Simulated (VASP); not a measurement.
# VASP 6.6.1 run: HgSe

INCAR

```
EDIFF = 1E-7
LREAL = .FALSE.
IBRION = -1
LDAUTYPE = 2
LMAXMIX = 4
NELM = 120
LDAUJ = 0 0
LDAUL = 2 -1
PREC = Accurate
LDAU = .TRUE.
LWAVE = .FALSE.
NSW = 0
LDAUU = 6.0 0
ISMEAR = -1
GGA = PS
LCHARG = .FALSE.
LASPH = .TRUE.
ENCUT = 520
SIGMA = 0.02
ISIF = 2
NBANDS = 16
```

KPOINTS

```
KPOINTS created by Atomic Simulation Environment
0
Gamma
8 8 8
0 0 0
```

POSCAR

```
Hg Se
 1.0000000000000000
    -0.0000000000000000    3.0926650950901058    3.0926650950901058
     3.0926650950901058    0.0000000000000000    3.0926650950901058
     3.0926650950901058    3.0926650950901058    0.0000000000000000
 Hg  Se
   1   1
Cartesian
  0.0000000000000000  0.0000000000000000 -0.0000000000000000
  1.5463325475450529  1.5463325475450529  1.5463325475450529
```

The recommended PBE PAW datasets give the neutral cell 18 valence electrons.

Command

```
mpirun -np 1 vasp_std
```

Task: Predict the outcome of this run.

Result: It converged. Results: gap between bands v and c on the k mesh 0.00 eV; least direct gap on the k mesh 0.00 eV; pressure -1.9 GPa. Band v is the last that the valence electrons fill when counted band by band, and c is the next.

OSZICAR

```
N       E                     dE             d eps       ncg     rms          rms(c)
DAV:   1     0.110111298093E+03    0.11011E+03   -0.86014E+03   936   0.991E+02
DAV:   2     0.346074205846E+00   -0.10977E+03   -0.10356E+03  1128   0.230E+02
DAV:   3    -0.394782084511E+01   -0.42939E+01   -0.42874E+01  1120   0.495E+01
DAV:   4    -0.396569049275E+01   -0.17870E-01   -0.17869E-01  1216   0.348E+00
DAV:   5    -0.396578027264E+01   -0.89780E-04   -0.89780E-04  1104   0.209E-01    0.121E+01
DAV:   6    -0.374779841220E+01    0.21798E+00   -0.50505E-01  1168   0.845E+00    0.778E+00
DAV:   7    -0.377088600995E+01   -0.23088E-01   -0.14411E-01   968   0.285E+00    0.266E+00
DAV:   8    -0.377450575707E+01   -0.36197E-02   -0.32030E-02  1104   0.197E+00    0.309E-01
DAV:   9    -0.377450930724E+01   -0.35502E-05   -0.19092E-03  1056   0.498E-01    0.103E-01
DAV:  10    -0.377454973373E+01   -0.40426E-04   -0.10707E-04  1256   0.102E-01    0.531E-02
DAV:  11    -0.377456700333E+01   -0.17270E-04   -0.80447E-05  1064   0.924E-02    0.125E-02
DAV:  12    -0.377456614751E+01    0.85581E-06   -0.34599E-06  1160   0.181E-02    0.819E-03
DAV:  13    -0.377456643943E+01   -0.29192E-06   -0.20439E-06  1064   0.100E-02    0.398E-03
DAV:  14    -0.377456649254E+01   -0.53109E-07   -0.40421E-07  1264   0.622E-03
   1 F= -.37745665E+01 E0= -.37744870E+01  d E =-.158944E-03
```

For comparison, a separate PBEsol run of the intended cell, on usual settings and not on those above, gives a gap of 0.00 eV on its mesh and a pressure of -1.0 GPa.
